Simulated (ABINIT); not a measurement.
An input for ABINIT 10.8.3 (MgO (Periclase)):

```
acell 3*1.0 Angstrom
rprim 
  -0.000000000000 2.108500000000 2.108500000000
  2.108500000000 0.000000000000 2.108500000000
  2.108500000000 2.108500000000 0.000000000000
ntypat 2
znucl 12 8
natom 2
typat 1 2
xred 
  0.000000000000 0.000000000000 0.000000000000
  0.500000000000 0.500000000000 0.500000000000
pp_dirpath "pseudos"
pseudos "Mg.upf, O.upf"
ecut 38
ngkpt 6 6 6
nshiftk 1
shiftk 0 0 0
kptopt 1
chksymbreak 0
irdden 1
istwfk *1
nband 174
prtvol 0
optdriver 6
gwr_task "HDIAGO"
paral_kgb 0
occopt 1
indata_prefix "in"
outdata_prefix "out"
tmpdata_prefix "tmp"
```

The database entry behind the starting cell differs from later determinations by our own check (about 0.1 % long), so it need not match the best structure at ambient conditions.

```sh
OMP_NUM_THREADS=1 mpirun -n 8 abinit run.abi > log
```

Question: Estimate wall time and host memory on 8 MPI ranks of Arm Neoverse N1, shared host.

It took 16 s; on shared hardware allow 8 s to 32 s. Peak host memory was 1.4 GiB.

[Paths, hosts, dates, memory and timing lines, banners, echoed tables and standing remarks are left out of the program output.]

[Logs are printed without paths, hosts, clocks, repeated set-up lines and the standing remarks that a program may print on its own settings, such as how far it seeks lower states.]

[Runs of the session that timed out or met a known fault of the program may be left out.]

[Hosts, paths, dates, database ids (printed as entryN), source tags and the programs' standing remarks are cut or masked in the printed files.]

[G0W0 gaps are taken among the corrected bands and points alone; a level outside them can change the order at an edge.]

[Where Ansatz stands beside ABINIT at settings called matched, ABINIT's density can come from a denser mesh and the files from another edition; pairs whose starting gaps differed by over 0.03 eV were left out, so agreement reads better than it is.]
